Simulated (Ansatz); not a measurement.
Consider a crystal of AlN in space group Imm2 (No. 44), with Al on 2a and 2a; N on 2b and 2b. Recipe of this trial structure of AlN: 4-connected net, two elements alternating.

Method: DFT PBE, scalar-relativistic, plane waves, PAW in Ansatz. Cutoff 420 eV, Γ-centred mesh, Gaussian smearing, no spin polarisation.

Formation energies are uncorrected and refer to the elements' standard structures at the same level (N₂ as a molecule).

Q: Give the relaxed lattice parameters and positions.

A:

Space group Imm2 (No. 44). a = 2.818 Å, b = 3.206 Å, c = 9.951 Å, α = 90.00°, β = 90.00°, γ = 90.00°
```
atom  site  symmetry       x       y       z
  Al    2a       mm2  0.5000  0.5000  0.0556
  Al    2a       mm2  0.5000  0.5000  0.3156
   N    2b       mm2  0.0000  0.5000  0.4476
   N    2b       mm2  0.0000  0.5000  0.1811
```

Al on its first site is surrounded by 4 N at 1.88–1.93 Å; Al on its second site has 4 N at 1.93–1.94 Å; around N on its first site lie 4 Al at 1.93 Å; N on its second site has 4 Al at 1.88–1.94 Å. Another local minimum with the same sites may exist.

Q: Where does its energy lie, and is it a metal?

A: The energy over the elements is −0.816 eV/atom and the gap on the 16×16×16 mesh of the 4-atom cell is 0.38 eV. Whether it is stable depends on the other phases of the system, which aren't compared here.

The last run used Gaussian smearing of 0.02 eV. Kohn–Sham gaps at this level usually fall short of measured ones. Small gaps are read on the mesh alone, and bands can cross between its points. A later test with randomly moved atoms led to a structure 531 meV/atom lower, so this end is a saddle point or a shallow minimum.
